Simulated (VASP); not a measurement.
Input of a VASP 6.6.1 run:

Contents of INCAR:

```
PREC = Accurate
ENCUT = 600
EDIFF = 1E-7
ISMEAR = 0
SIGMA = 0.02
LREAL = F
LASPH = T
NELM = 60
ALGO = Fast
ISIF = 3
LWAVE = F
LCHARG = F
GGA = CA
IBRION = 2
NSW = 90
EDIFFG = -0.005
```

The input KPOINTS:

```
Automatic mesh
0
Gamma
  8 8 8
```

POSCAR

```
Li2O
1.0
    0.0000000000      2.3135000000      2.3135000000
    2.3135000000      0.0000000000      2.3135000000
    2.3135000000      2.3135000000      0.0000000000
Li O
2 1
Direct
    0.2500000000      0.2500000000      0.2500000000
    0.7500000000      0.7500000000      0.7500000000
    0.0000000000      0.0000000000      0.0000000000
```

Potentials or basis: VASP PAW LDA potentials, release 64 (Li_sv, O).

The run is started by

```sh
$ cat potpaw_LDA.64/Li_sv/POTCAR potpaw_LDA.64/O/POTCAR > POTCAR
$ mpirun -np 1 vasp_std > vasp.out
```

(1) What does it give for the relaxed cell?

(2) Estimate the space group after relaxing (to 0.05 Å).

Answers

(1) a = 3.171 Å, b = 3.171 Å, c = 3.171 Å, α = 60.00°, β = 60.00°, γ = 60.00°.

(2) Fm-3m (No. 225).
